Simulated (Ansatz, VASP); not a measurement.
**Two plane-wave programs on Au**

```
Au
1.0
    -1.65054    1.65054    1.65054
     1.65054   -1.65054    1.65054
     1.65054    1.65054   -1.65054
Au
1
Direct
  0.00000 0.00000 0.00000
```

Alike in both runs: task single point; functional BLYP; k mesh 15 × 15 × 15; occupations fermi-dirac, width 0.1 eV; no spin polarisation.

|  | VASP | Ansatz |
| --- | --- | --- |
| version | VASP 6.6.1 | Ansatz 0.2.0 |
| potentials or method | VASP PAW PBE potentials, release 64 (Au) | plane waves (420 eV) with PAW, scalar-relativistic |
| plane-wave cutoff (eV) | 520 | 420 |
| valence electrons in the cell | 11 | 19 |

|  | VASP | Ansatz | Ansatz less VASP |
| --- | --- | --- | --- |
| pressure (GPa) | 11.5 | 10.8 | -0.65 |

The functional is the same, so the differences come from potentials, cutoffs and numerics. The two sets of potentials don't hold the same shells in valence.

Caveats: the PAW data sets were made with another functional, which shifts forces and pressure a little (VASP). The runs have no spin-orbit coupling, so splittings on Au are missing.
